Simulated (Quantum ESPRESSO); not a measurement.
MoP:

```
Mo P
1.0
     3.22300    0.00000    0.00000
    -1.61150    2.79120    0.00000
     0.00000    0.00000    3.19100
Mo P
1 1
Cartesian
  0.0000 0.0000 0.0000
  0.0000 1.8608 1.5955
```

```yaml
Program: Quantum ESPRESSO 7.5
Task: phonons
Functional: PBE
Potentials_or_basis: JTH 2.0 PBE
Cutoff: 490 eV
Density_cutoff: 2939 eV
k_mesh: 10 × 10 × 8
Occupations: gaussian, width 0.272 eV
Spin: no spin polarisation
Mixing_beta: 0.5
Most_SCF_iterations: 120
SCF_threshold: 4e-10 Ry
```

The cell and the atoms were relaxed first, to 14.55 Å³/atom (a = 3.243 Å, b = 3.243 Å, c = 3.195 Å, α = 90.00°, β = 90.00°, γ = 120.00°), and the response was taken there.

```
Mo P
1.0
     3.24267    0.00000    0.00000
    -1.62133    2.80823    0.00000
     0.00000    0.00000    3.19498
Mo P
1 1
Direct
  0.00000 0.00000 0.00000
  0.33333 0.66667 0.50000
```

Problem. What is the highest optical frequency at the zone centre?

Solution. 401 cm⁻¹, a mode of symmetry E' (IR and Raman).

Optical modes at Γ, degenerate ones joined:
| cm⁻¹ | components | symmetry | active in |
| --- | --- | --- | --- |
| 390 | 1 | A''2 | IR |
| 401 | 2 | E' | IR and Raman |

Caveat: the mesh is thin for the phonons of a metal; the cutoff is low for these files, which shifts pressure and relaxed volume.
